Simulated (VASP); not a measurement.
# Mg (Fm-3m) in VASP: notebook

Aim: see how the results for Mg move with the level of theory and the settings. Levels: PBE, r2SCAN. Tasks: single point.

Program: VASP 6.6.1. These are calculated values, not measurements. Logs are shortened: lines on timing, memory, paths and dates and some standing lists are left out, and cuts for length are marked.

### Step 1. The undisturbed crystal

Symmetry: Fm-3m, No. 225, cubic system. Conventional cell: a = 4.522 Å, b = 4.522 Å, c = 4.522 Å, α = 90.00°, β = 90.00°, γ = 90.00°. Mg (site symmetry m-3m) has 12 Mg at 3.20 Å as nearest neighbours.

This isn't the form of Mg at room conditions, which is hcp.

### Step 2. Single point, PBE (all atoms moved at random, cell strained at random)

INCAR

```
  PREC = Accurate
  ENCUT = 520
  EDIFF = 1E-6
  ISMEAR = 0
  SIGMA = 0.1
  LREAL = F
  LASPH = T
  NELM = 100
  ALGO = Fast
  ISIF = 2
  LWAVE = F
  LCHARG = F
  GGA = PE
  NBANDS = 7
```

KPOINTS

```
Automatic mesh
0
Gamma
  14 14 14
```

POSCAR

```
Mg
1.0
   -0.0055657549      2.3499155725      2.3393002416
    2.3246901350      0.0100093818      2.3237251050
    2.3415669402      2.3512172410     -0.0068674234
Mg
1
Direct
    0.0000000000      0.0000000000      0.0000000000
```

Potentials or basis: VASP PAW PBE potentials, release 64 (Mg).

Run with:

```sh
> cat potpaw_PBE.64/Mg/POTCAR > POTCAR
> mpirun -np 1 vasp_std > vasp.out
```

OUTCAR:

```text
PREC = Accurate
   ENCUT = 520
   EDIFF = 1E-6
   ISMEAR = 0
   LREAL = F
   LASPH = T
   NELM = 100
   ISIF = 2
   GGA = PE

 ion  position               nearest neighbor table
   1  0.000  0.000  0.000-

  LATTYP: Found a triclinic cell.
 ALAT       =     5.6942513039
 B/A-ratio  =     0.5772385295
 C/A-ratio  =     0.5828096898
 COS(alpha) =     0.0004144152
 COS(beta)  =     0.2914402090
 COS(gamma) =     0.8634812037

  Lattice vectors:

 A1 = (  -4.6549460249,   2.3298968089,  -2.3081499684)
 A2 = (  -2.3246901350,  -0.0100093818,  -2.3237251050)
 A3 = (  -2.3471326951,  -0.0013016685,   2.3461676650)

Analysis of symmetry for initial positions (statically):
=====================================================================
 Subroutine PRICEL returns:
 Original cell was already a primitive cell.

 Routine SETGRP: Setting up the symmetry group for a
 triclinic supercell.

 Subroutine GETGRP returns: Found  2 space group operations
 (whereof  2 operations were pure point group operations)
 out of a pool of  2 trial point group operations.

The static configuration has the point symmetry S_2 .

Analysis of symmetry for dynamics (positions and initial velocities):
=====================================================================
 Subroutine PRICEL returns:
 Original cell was already a primitive cell.

 Routine SETGRP: Setting up the symmetry group for a
 triclinic supercell.

 Subroutine GETGRP returns: Found  2 space group operations
 (whereof  2 operations were pure point group operations)
 out of a pool of  2 trial point group operations.

The dynamic configuration has the point symmetry S_2 .

 Subroutine INISYM returns: Found  2 space group operations
 (whereof  2 operations are pure point group operations),
 and found     1 'primitive' translations

----------------------------------------------------------------------------------------

                                     Primitive cell

  volume of cell :      25.5856

  direct lattice vectors                    reciprocal lattice vectors
    -0.005565755  2.349915573  2.339300242    -0.213543774  0.213288601  0.212713723
     2.324690135  0.010009382  2.323725105     0.215603120 -0.214088557  0.215573024
     2.341566940  2.351217241 -0.006867423     0.212507707  0.213052491 -0.213513678

  length of vectors
     3.315789468  3.286941249  3.318313640     0.369242601  0.372545761  0.368970162

  position of ions in fractional coordinates (direct lattice)
     0.000000000  0.000000000  0.000000000

  ion indices of the primitive-cell ions
   primitive index   ion index
                 1           1

----------------------------------------------------------------------------------------

 KPOINTS: Automatic mesh

Automatic generation of k-mesh.
 Grid dimensions read from file:
 generate k-points for:   14   14   14

 Generating k-lattice:

  Cartesian coordinates                     Fractional coordinates (reciprocal lattice)
    -0.015253127  0.015234900  0.015193837     0.071428571  0.000000000  0.000000000
     0.015400223 -0.015292040  0.015398073     0.000000000  0.071428571  0.000000000
     0.015179122  0.015218035 -0.015250977    -0.000000000 -0.000000000  0.071428571

  Length of vectors
     0.026374472  0.026610412  0.026355012

  Shift w.r.t. Gamma in fractional coordinates (k-lattice)
     0.000000000  0.000000000  0.000000000

 Subroutine IBZKPT returns following result:
 ===========================================

 Found   1376 irreducible k-points:

 Following reciprocal coordinates:
            Coordinates               Weight
  0.000000  0.000000  0.000000      1.000000
  0.071429  0.000000 -0.000000      2.000000
  0.142857  0.000000  0.000000      2.000000
  0.214286  0.000000 -0.000000      2.000000
  0.285714  0.000000 -0.000000      2.000000
  0.357143  0.000000 -0.000000      2.000000
[... 16 lines left out ...]
  0.000000  0.142857  0.000000      2.000000
  0.071429  0.142857 -0.000000      2.000000
 [... further k-points ...]
   k-points           NKPTS =   1376   k-points in BZ     NKDIM =   1376   number of bands    NBANDS=      7
   number of dos      NEDOS =    301   number of ions     NIONS =      1
   total plane-waves  NPLWV =  18816
   dimension x,y,z NGX =    28 NGY =   24 NGZ =   28
   dimension x,y,z NGXF=    56 NGYF=   48 NGZF=   56
   ions per type =               1
   NGX,Y,Z   is equivalent  to a cutoff of  14.04, 12.14, 14.03 a.u.
   NGXF,Y,Z  is equivalent  to a cutoff of  28.08, 24.28, 28.06 a.u.
 SYSTEM =  unknown system
   PREC   = accura    normal or accurate (medium, high low for compatibility)
   ISTART =      0    job   : 0-new  1-cont  2-samecut
   ICHARG =      2    charge: 1-file 2-atom 10-const
   ISPIN  =      1    spin polarized calculation?
   LNONCOLLINEAR =      F non collinear calculations
   LSORBIT =      F    spin-orbit coupling
   LASPH  =      T    aspherical Exc in radial PAW
   ENCUT  =  520.0 eV  38.22 Ry    6.18 a.u.   6.17  6.11  6.17*2*pi/ulx,y,z
   NELM   =    100;   NELMIN=  2; NELMDL= -5     # of ELM steps
   EDIFF  = 0.1E-05   stopping-criterion for ELM
   LREAL  =      F    real-space projection
   EDIFFG = 0.1E-04   stopping-criterion for IOM
   NSW    =      0    number of steps for IOM
   IBRION =     -1    ionic relax: 0-MD 1-quasi-New 2-CG
   NFREE  =      0    steps in history (QN), initial steepest desc. (CG)
   ISIF   =      2    stress and relaxation
   ISYM   =      2    0-nonsym 1-usesym 2-fastsym
   POTIM  = 0.5000    time-step for ionic-motion
   TEBEG  =    0.0;   TEEND  =   0.0 temperature during run
   PSTRESS=    0.0 pullay stress
   NELECT =       2.0000    total number of electrons
   NUPDOWN=      -1.0000    fix difference up-down
   EMIN   =  10.00;   EMAX   =-10.00  energy-range for DOS
   EFERMI =   0.00;   METHOD = LEGACY
   ISMEAR =     0;   SIGMA  =   0.10  broadening in eV -4-tet -1-fermi 0-gaus
   EFERMI_NEDOS =   21; number of points for ismear=-14 and -15
   IALGO  =     68    algorithm
   IMIX   =      4    mixing-type and parameters
     AMIX     =   0.40;   BMIX     =  1.00
     AMIX_MAG =   1.60;   BMIX_MAG =  1.00
  volume/ion in A,a.u.               =      25.59       172.66
  Fermi-wavevector in a.u.,A,eV,Ry     =   0.699981  1.322772  6.666490  0.489973
  Thomas-Fermi vector in A             =   1.784009
   LORBIT       =      0    0 simple, 1 ext, 2 COOP (PROOUT), +10 PAW based schemes
   GGA     = PE    functional components
   LHFCALC =     F    Hartree Fock is set to
   AEXX    =    0.0000 exact exchange contribution
   IVDW    =     0    specifies the selected vdW correction
   LEPSILON=     F    determine dielectric tensor
   LRPA    =     F    only Hartree local field effects (RPA)
 non-spin polarized calculation
 RMM-DIIS sequential band-by-band and
 Gauss-broadening in eV      SIGMA  =   0.10
  energy-cutoff  :      520.00
  volume of cell :       25.59
 maximum number of plane-waves:       700
 NGX is ok and might be reduce to    28
   NGX = 13   NGY = 13   NGZ = 13

 number of electron       2.0000000 magnetization

 Free energy of the ion-electron system (eV)
  ---------------------------------------------------
  ext. energy  EPLUGINS =         0.00000000
  ---------------------------------------------------
  free energy    TOTEN  =        -1.47323258 eV

  energy without entropy =       -1.47204948  energy(sigma->0) =       -1.47264103

 E-fermi :   2.0795     XC(G=0):  -8.1623

 val. band max:        2.0564087470   @ k =   0.5000   0.3571   0.5000
 cond. band min:       2.0829514358   @ k =   0.0000   0.5000   0.1429
 fundamental gap:      0.0265426888
 Fermi energy:         2.0795441274

 k-point     1 :       0.0000    0.0000    0.0000
  band No.  band energies     occupation
      1      -4.3857      2.00000
      2      13.6774      0.00000
      3      13.7368      0.00000
      4      13.9452      0.00000
      5      15.0345      0.00000
      6      15.1284      0.00000
      7      15.3153      0.00000

 k-point     2 :       0.0714    0.0000   -0.0000
  band No.  band energies     occupation
      1      -4.2808      2.00000
      2      12.0457      0.00000
      3      13.4031      0.00000
      4      13.6236      0.00000
      5      15.3395      0.00000
      6      15.5943      0.00000
      7      15.8181      0.00000

 k-point     3 :       0.1429    0.0000    0.0000
  band No.  band energies     occupation
      1      -3.9667      2.00000
      2       9.8243      0.00000
      3      12.9442      0.00000
      4      13.1612      0.00000
      5      15.1338      0.00000
      6      16.5113      0.00000
      7      16.7376      0.00000

 k-point     4 :       0.2143    0.0000   -0.0000
  band No.  band energies     occupation
      1      -3.4453      2.00000
      2       7.6792      0.00000
      3      12.5969      0.00000
      4      12.8111      0.00000
      5      14.8717      0.00000
      6      16.0148      0.00000
      7      16.1866      0.00000

 k-point     5 :       0.2857    0.0000   -0.0000
  band No.  band energies     occupation
      1      -2.7194      2.00000
      2       5.6720      0.00000
      3      12.4068      0.00000
      4      12.6185      0.00000
      5      14.7064      0.00000
      6      15.0005      0.00000
      7      15.1716      0.00000

 k-point     6 :       0.3571    0.0000   -0.0000
  band No.  band energies     occupation
      1      -1.7932      2.00000
      2       3.8244      0.00000
      3      12.3838      0.00000
      4      12.5936      0.00000
      5      14.1307      0.00000
      6      14.3102      0.00000
      7      14.7080      0.00000

 k-point     7 :       0.4286    0.0000   -0.0000
  band No.  band energies     occupation
      1      -0.6721      2.00000
      2       2.1488      0.32751
      3      12.5226      0.00000
      4      12.7336      0.00000
      5      13.4591      0.00000
      6      13.6379      0.00000
      7      14.8363      0.00000
[... 121 lines left out ...]
 k-point    20 :      -0.2143    0.0714    0.0000
  band No.  band energies     occupation
      1      -3.1299      2.00000
      2       7.0617      0.00000
      3      10.9894      0.00000
      4      13.7327      0.00000
      5      14.6291      0.00000
      6      15.4160      0.00000
      7      15.9377      0.00000

 k-point    21 :      -0.1429    0.0714   -0.0000
  band No.  band energies     occupation
      1      -3.7199      2.00000
      2       9.1382      0.00000
      3      11.3400      0.00000
      4      13.9554      0.00000
      5      15.6363      0.00000
      6      15.7308      0.00000
      7      16.1426      0.00000

 k-point    22 :      -0.0714    0.0714    0.0000
  band No.  band energies     occupation
      1      -4.1037      2.00000
      2      11.1917      0.00000
      3      11.9666      0.00000
      4      13.9949      0.00000
      5      15.3000      0.00000
      6      15.6913      0.00000
      7      16.4537      0.00000

 k-point    23 :       0.0000    0.1429    0.0000
  band No.  band energies     occupation
      1      -3.9592      2.00000
      2      10.0582      0.00000
      3      12.8929      0.00000
      4      12.9456      0.00000
      5      15.0357      0.00000
      6      16.5107      0.00000
      7      16.6109      0.00000

 k-point    24 :       0.0714    0.1429   -0.0000
  band No.  band energies     occupation
      1      -3.9953      2.00000
      2      10.8285      0.00000
      3      12.0783      0.00000
      4      12.8477      0.00000
      5      14.8817      0.00000
      6      16.0728      0.00000
      7      16.4198      0.00000

 [... further k-points ...]

------------------------ aborting loop because EDIFF is reached ----------------------------------------

  FORCE on cell =-STRESS in cart. coord.  units (eV):
  Direction    XX          YY          ZZ          XY          YZ          ZX
  --------------------------------------------------------------------------------------
  -------------------------------------------------------------------------------------
  Total       -0.4670757     -0.4930003     -0.4646042     -0.0262071     -0.0199717      0.0543815
  in kB      -29.2483764    -30.8717826    -29.0936125     -1.6410967     -1.2506305      3.4053813
  external PRESSURE =     -29.7379238 kB  Pullay stress =       0.0000000 kB

 VOLUME and BASIS-vectors are now :
 -----------------------------------------------------------------------------
  energy-cutoff  :      520.00
  volume of cell :       25.59
      direct lattice vectors                 reciprocal lattice vectors
    -0.005565755  2.349915573  2.339300242    -0.213543774  0.213288601  0.212713723
     2.324690135  0.010009382  2.323725105     0.215603120 -0.214088557  0.215573024
     2.341566940  2.351217241 -0.006867423     0.212507707  0.213052491 -0.213513678

 POSITION                                       TOTAL-FORCE (eV/Angst)
 -----------------------------------------------------------------------------------
      0.00000      0.00000      0.00000         0.000000      0.000000      0.000000
 -----------------------------------------------------------------------------------
    total drift:                               -0.000000      0.000000     -0.000000

  FREE ENERGIE OF THE ION-ELECTRON SYSTEM (eV)
  ---------------------------------------------------
  free  energy   TOTEN  =        -1.4732325784 eV

  energy  without entropy=       -1.4720494814  energy(sigma->0) =       -1.47264103
```

It took 86 s on 1 thread of Intel Xeon 6975P-C (Granite Rapids), shared host; peak memory 0.36 GiB.

What came out:

```yaml
Free_energy: -1.4732 eV
Pressure: -3.0 GPa
Band_gap_on_the_k_mesh: none (metal or under the smearing width)
```

### Step 3. Single point, r2SCAN (functional r2SCAN, strained and moved within the space group)

POSCAR

```
Mg
1.0
    0.0000000000      2.2775607590      2.2775607590
    2.2775607590      0.0000000000      2.2775607590
    2.2775607590      2.2775607590      0.0000000000
Mg
1
Direct
    0.0000000000      0.0000000000      0.0000000000
```

INCAR.step1

```
SYSTEM = Mg
ALGO     = Normal         ! electronic algorithm
EDIFF    = 1E-4           ! SCF threshold, eV
ENCUT    = 520            ! plane-wave cutoff, eV
GGA      = PE             ! functional
ISMEAR   = 0              ! smearing method
LASPH    = .TRUE.         ! aspherical terms in the spheres
LCHARG   = .FALSE.        ! write CHGCAR
LREAL    = .FALSE.        ! projectors in reciprocal space
LWAVE    = .TRUE.         ! write WAVECAR
NBANDS   = 7              ! bands
NELM     = 100            ! most SCF steps
PREC     = Accurate       ! precision mode
SIGMA    = 0.1            ! smearing width, eV
```

INCAR.step2

```
SYSTEM = Mg
ALGO     = Normal         ! electronic algorithm
EDIFF    = 1E-6           ! SCF threshold, eV
ENCUT    = 520            ! plane-wave cutoff, eV
ISIF     = 2              ! what is computed and relaxed
ISMEAR   = 0              ! smearing method
ISTART   = 1            
LASPH    = .TRUE.         ! aspherical terms in the spheres
LCHARG   = .FALSE.        ! write CHGCAR
LMIXTAU  = .TRUE.       
LREAL    = .FALSE.        ! projectors in reciprocal space
LWAVE    = .FALSE.        ! write WAVECAR
METAGGA  = R2SCAN         ! meta-GGA
NBANDS   = 7              ! bands
NELM     = 100            ! most SCF steps
PREC     = Accurate       ! precision mode
SIGMA    = 0.1            ! smearing width, eV
```

KPOINTS

```
k-points
0
G
  16 16 16
  0 0 0
```

Potentials or basis: VASP PAW PBE potentials, release 64 (Mg).

Run with:

```sh
> cat potpaw_PBE.64/Mg/POTCAR > POTCAR
> cp INCAR.step1 INCAR
> mpirun -np 1 vasp_std > vasp.out
> cp INCAR.step2 INCAR
> mpirun -np 1 vasp_std > vasp.out
```

It took 23 s on 1 thread of Intel Xeon 6975P-C (Granite Rapids), shared host; peak memory 0.15 GiB.

Results (log left out):

| Item | Value |
| --- | --- |
| Free energy | -4.1237 eV |
| Pressure | -1.6 GPa |
| Band gap on the k mesh | none (metal or under the smearing width) |

Levels at points of the mesh, in eV from the Fermi level:
| k point | band 1 | band 2 | band 3 | band 4 | band 5 |
| --- | --- | --- | --- | --- | --- |
| (0.00, 0.00, 0.00) | -7.24 | 13.02 | 13.02 | 13.02 | 15.11 |
| (0.50, 0.00, 0.00) | -1.87 | -1.23 | 11.87 | 11.87 | 12.78 |
| (0.50, 0.50, 0.00) | -0.26 | 0.89 | 6.40 | 7.33 | 7.33 |

Caveat: the PAW data sets were made with another functional, which shifts forces and pressure a little.
